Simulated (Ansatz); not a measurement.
# NaCl, pressure series

Start from NaCl in the rock salt structure (space group Fm-3m, No. 225).

```
CELL_PARAMETERS angstrom
      0.00000     2.84776     2.84776
      2.84776     0.00000     2.84776
      2.84776     2.84776     0.00000
ATOMIC_POSITIONS crystal
  Cl 0.00000 0.00000 0.00000
  Na 0.50000 0.50000 0.50000
```

Cell and atoms are relaxed at each pressure.

The values are results of PBE/PAW in Ansatz (a first-principles code), no SOC, not measurements.

```json
[
 {"pressure (GPa)": "-2", "volume per atom (Å³/atom)": "25.742"},
 {"pressure (GPa)": "-1", "volume per atom (Å³/atom)": "24.213"},
 {"pressure (GPa)": "0", "volume per atom (Å³/atom)": "23.095"},
 {"pressure (GPa)": "7", "volume per atom (Å³/atom)": "?"},
 {"pressure (GPa)": "15", "volume per atom (Å³/atom)": "16.949"},
 {"pressure (GPa)": "30", "volume per atom (Å³/atom)": "14.752"},
 {"pressure (GPa)": "50", "volume per atom (Å³/atom)": "13.097"},
 {"pressure (GPa)": "75", "volume per atom (Å³/atom)": "11.810"},
 {"pressure (GPa)": "100", "volume per atom (Å³/atom)": "10.925"}
]
```

Q: Fit the third-order Birch–Murnaghan form P(V) = (3B₀/2)[(V₀/V)^(7/3) − (V₀/V)^(5/3)]·[1 + (3/4)(B₀′ − 4)((V₀/V)^(2/3) − 1)] (squares taken in P) to the rows shown and predict the withheld row.

A: Least squares on the printed values gives V₀ = 23.107 Å³/atom, B₀ = 24.4 GPa, B₀′ = 4.4; this predicts 19.140 Å³/atom, and the run gives 19.092 Å³/atom, 0.048 lower.

Measured bulk modulus of NaCl: 27.6 GPa (static lattice; corrected from measurement; as listed in Daniel Mejia-Rodriguez, S. B. Trickey, Phys. Rev. B (2018)); the computed value is 12 % below it.

Load acts through the strain it causes; cell and atoms are relaxed under it. Whether these cells are dynamically stable was not tested. Competing high-pressure phases were not computed.
